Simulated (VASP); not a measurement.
# Zr (P6_3/mmc) in VASP: settings compared, part 2 of 2

VASP 6.6.1. Earlier steps stand in the parts before.

## 4. Band structure, PBE

This run uses another cell than the first one, of 23.39 Å³/atom, 1.040 times its volume.

INCAR reads:

```
SYSTEM = Zr
ALGO = Fast
EDIFF = 1E-6
ENCUT = 520
GGA = PE
ICORELEVEL = 1
ISIF = 2
ISMEAR = 1
LASPH = .TRUE.
LCHARG = .FALSE.
LMAXMIX = 4
LREAL = .FALSE.
LWAVE = .FALSE.
NBANDS = 19
NELM = 80
PREC = Accurate
SIGMA = 0.1
```

KPOINTS reads:

```
k-points
0
G
  15 15 7
  0 0 0
```

POSCAR reads:

```
Zr                                      
1.0
    3.2327361985      0.0000000000      0.0000000000
   -1.6163680992      2.7996316666     -0.0000000000
    0.0000000000      0.0000000000      5.1682298702
  Zr            
     2
Direct
     0.3333333300000021    0.6666666699999979    0.2500000000000000
     0.6666666699999979    0.3333333300000021    0.7500000000000000
```

KPOINTS_OPT reads:

```
explicit points
186
Reciprocal
 0.0000000000  0.0000000000  0.0000000000 1
 0.0263157895  0.0000000000  0.0000000000 1
 0.0526315789  0.0000000000  0.0000000000 1
 0.0789473684  0.0000000000  0.0000000000 1
 0.1052631579  0.0000000000  0.0000000000 1
 0.1315789474  0.0000000000  0.0000000000 1
[... 178 lines left out ...]
 0.5000000000  0.0000000000  0.5000000000 1
 0.5000000000  0.0000000000  0.0000000000 1
```

Potentials or basis: VASP PAW PBE potentials, release 64 (Zr_sv).

Started as:

```console
$ cat potpaw_PBE.64/Zr_sv/POTCAR > POTCAR
$ mpirun -np 1 vasp_std > vasp.out
```

OUTCAR:

```text
SYSTEM = Zr
   EDIFF = 1E-6
   ENCUT = 520
   GGA = PE
   ISIF = 2
   ISMEAR = 1
   LASPH = .TRUE.
   LREAL = .FALSE.
   NELM = 80
   PREC = Accurate

 ion  position               nearest neighbor table
   1  0.333  0.667  0.250-   2 3.19   2 3.19   2 3.19   2 3.19   2 3.19   2 3.19
   2  0.667  0.333  0.750-   1 3.19   1 3.19   1 3.19   1 3.19   1 3.19   1 3.19

  LATTYP: Found a hexagonal cell.
 ALAT       =     3.2327361985
 C/A-ratio  =     1.5987168618

  Lattice vectors:

 A1 = (   3.2327361985,   0.0000000000,   0.0000000000)
 A2 = (  -1.6163680992,   2.7996316666,   0.0000000000)
 A3 = (   0.0000000000,   0.0000000000,   5.1682298702)

Analysis of symmetry for initial positions (statically):
=====================================================================
 Subroutine PRICEL returns:
 Original cell was already a primitive cell.

 Routine SETGRP: Setting up the symmetry group for a
 hexagonal supercell.

 Subroutine GETGRP returns: Found 24 space group operations
 (whereof 12 operations were pure point group operations)
[... 168 lines left out ...]
 the core state eigenenergies are
   1-  1s -17807.4021  2s  -2454.6199  2p  -2187.1283  3s   -389.9231  3p   -302.8070
       3d   -159.9077
   2-  1s -17807.4021  2s  -2454.6199  2p  -2187.1283  3s   -389.9231  3p   -302.8070
       3d   -159.9077

 E-fermi :   8.9557     XC(G=0): -11.0615

 val. band max:        8.9525154884   @ k =   0.2667   0.2667   0.2857
 cond. band min:       8.9586077819   @ k =   0.0667   0.0000   0.2857
 fundamental gap:      0.0060922934
 Fermi energy:         8.9557040645

 k-point     1 :       0.0000    0.0000    0.0000
  band No.  band energies     occupation
      1     -39.9039      2.00000
      2     -39.7546      2.00000
      3     -18.4158      2.00000
      4     -17.5570      2.00000
      5     -17.5570      2.00000
      6     -17.4316      2.00000
[... 275 lines left out ...]
     18      13.5486      0.00000
     19      14.0651      0.00000

 k-point    14 :       0.4000    0.0667    0.0000

------------------------ aborting loop because EDIFF is reached ----------------------------------------

  FORCE on cell =-STRESS in cart. coord.  units (eV):
  Direction    XX          YY          ZZ          XY          YZ          ZX
  --------------------------------------------------------------------------------------
  -------------------------------------------------------------------------------------
  Total       -0.0060985     -0.0060985      0.0011266     -0.0000000      0.0000000      0.0000000
  in kB       -0.2088918     -0.2088918      0.0385902     -0.0000000      0.0000000      0.0000000
  external PRESSURE =      -0.1263978 kB  Pullay stress =       0.0000000 kB

 VOLUME and BASIS-vectors are now :
 -----------------------------------------------------------------------------
  energy-cutoff  :      520.00
  volume of cell :       46.77
      direct lattice vectors                 reciprocal lattice vectors
     3.232736199  0.000000000  0.000000000     0.309335479  0.178594922  0.000000000
    -1.616368099  2.799631667  0.000000000     0.000000000  0.357189845  0.000000000
     0.000000000  0.000000000  5.168229870     0.000000000  0.000000000  0.193489846

 POSITION                                       TOTAL-FORCE (eV/Angst)
 -----------------------------------------------------------------------------------
     -0.00000      1.86642      1.29206         0.000000      0.000000      0.000000
      1.61637      0.93321      3.87617        -0.000000      0.000000      0.000000
 -----------------------------------------------------------------------------------
    total drift:                               -0.000010      0.000006     -0.000000

  FREE ENERGIE OF THE ION-ELECTRON SYSTEM (eV)
  ---------------------------------------------------
  free  energy   TOTEN  =       -17.0426605097 eV

  energy  without entropy=      -17.0430704873  energy(sigma->0) =      -17.04279717
```

OSZICAR:

```text
N       E                     dE             d eps       ncg     rms          rms(c)
DAV:   1     0.214619911693E+03    0.21462E+03   -0.13312E+04  4112   0.125E+03
DAV:   2    -0.143711404720E+01   -0.21606E+03   -0.21189E+03  4774   0.365E+02
DAV:   3    -0.173433325337E+02   -0.15906E+02   -0.15771E+02  7431   0.715E+01
[... 27 lines left out ...]
       N       E                     dE             ncg
DAV:   1     0.122643050617E+05   -0.73592E+05     2972
DAV:   2    -0.424538811711E+04   -0.16510E+05     3379
DAV:   3    -0.546893062198E+04   -0.12235E+04     5172
DAV:   4    -0.551019073973E+04   -0.41260E+02     3665
DAV:   5    -0.551152560981E+04   -0.13349E+01     4393
DAV:   6    -0.551153960313E+04   -0.13993E-01     3650
DAV:   7    -0.551153978956E+04   -0.18643E-03     4381
DAV:   8    -0.551153979232E+04   -0.27612E-05     2489
DAV:   9    -0.551153979249E+04   -0.16831E-06     2136
```

It took 88 s on 1 thread of Intel Xeon Platinum 8488C (Sapphire Rapids), shared host; peak memory 0.25 GiB.

What came out:

| Property | Result |
| --- | --- |
| Free energy | -17.0427 eV |
| Pressure | 0.0 GPa |
| Band gap along the path | none (metal or under the smearing width) |

Levels at the corners of the path, in eV from the Fermi level:
| point | band 8 | band 9 | band 10 | band 11 | band 12 | band 13 | band 14 | band 15 | band 16 | band 17 |
| --- | --- | --- | --- | --- | --- | --- | --- | --- | --- | --- |
| Γ | -26.38 | -5.66 | -3.03 | 0.86 | 0.86 | 0.97 | 1.11 | 1.54 | 1.54 | 2.14 |
| M | -26.48 | -2.56 | -2.51 | -2.14 | -0.22 | 0.55 | 0.75 | 1.42 | 4.88 | 5.24 |
| M | -26.48 | -2.56 | -2.51 | -2.14 | -0.22 | 0.55 | 0.75 | 1.42 | 4.88 | 5.24 |
| K | -26.76 | -2.09 | -1.36 | -1.36 | -1.14 | 0.25 | 0.25 | 1.77 | 4.26 | 4.26 |
| K | -26.76 | -2.09 | -1.36 | -1.36 | -1.14 | 0.25 | 0.25 | 1.77 | 4.26 | 4.26 |
| Γ | -26.38 | -5.66 | -3.03 | 0.86 | 0.86 | 0.97 | 1.11 | 1.54 | 1.54 | 2.14 |
| Γ | -26.38 | -5.66 | -3.03 | 0.86 | 0.86 | 0.97 | 1.11 | 1.54 | 1.54 | 2.14 |
| A | -26.44 | -3.97 | -3.97 | 0.01 | 0.01 | 0.77 | 0.77 | 0.77 | 0.77 | 3.91 |
| A | -26.44 | -3.97 | -3.97 | 0.01 | 0.01 | 0.77 | 0.77 | 0.77 | 0.77 | 3.91 |
| L | -26.60 | -2.86 | -2.86 | -1.07 | -1.07 | 1.60 | 1.60 | 2.20 | 2.20 | 5.10 |
| L | -26.60 | -2.86 | -2.86 | -1.07 | -1.07 | 1.60 | 1.60 | 2.20 | 2.20 | 5.10 |
| H | -26.54 | -1.44 | -1.44 | -1.28 | -1.28 | -0.05 | -0.05 | 2.01 | 2.01 | 4.37 |
| H | -26.54 | -1.44 | -1.44 | -1.28 | -1.28 | -0.05 | -0.05 | 2.01 | 2.01 | 4.37 |
| A | -26.44 | -3.97 | -3.97 | 0.01 | 0.01 | 0.77 | 0.77 | 0.77 | 0.77 | 3.91 |
| L | -26.60 | -2.86 | -2.86 | -1.07 | -1.07 | 1.60 | 1.60 | 2.20 | 2.20 | 5.10 |
| M | -26.48 | -2.56 | -2.51 | -2.14 | -0.22 | 0.55 | 0.75 | 1.42 | 4.88 | 5.24 |
| K | -26.76 | -2.09 | -1.36 | -1.36 | -1.14 | 0.25 | 0.25 | 1.77 | 4.26 | 4.26 |
| H | -26.54 | -1.44 | -1.44 | -1.28 | -1.28 | -0.05 | -0.05 | 2.01 | 2.01 | 4.37 |

Core levels (eV, on the scale of the bands):
| atom | levels |
| --- | --- |
| 1 Zr | 1s -17807.4, 2s -2454.6, 2p -2187.1, 3s -389.9, 3p -302.8, 3d -159.9 |
| 2 Zr | 1s -17807.4, 2s -2454.6, 2p -2187.1, 3s -389.9, 3p -302.8, 3d -159.9 |

## 5. The runs side by side

```csv
level,potentials or basis,cell,pressure (GPa)
PBEsol,"VASP PAW PBE potentials, release 64 (Zr_sv)","P6_3/mmc, 22.48 Å³/atom",0.0
LDA,"VASP PAW LDA potentials, release 64 (Zr_sv)","P6_3/mmc, 21.83 Å³/atom",0.0
PBE,"VASP PAW PBE potentials, release 64 (Zr_sv)","P6_3/mmc, 23.39 Å³/atom",0.0
```

Alike in all rows: task band structure; no spin polarisation; k mesh 15 × 15 × 7; cutoff (eV) 520; smearing methfessel-paxton 0.1 eV.

Caveats: the PAW data sets were made with another functional, which shifts forces and pressure a little (some runs).

Absolute energies hang on the potentials; compare differences alone.
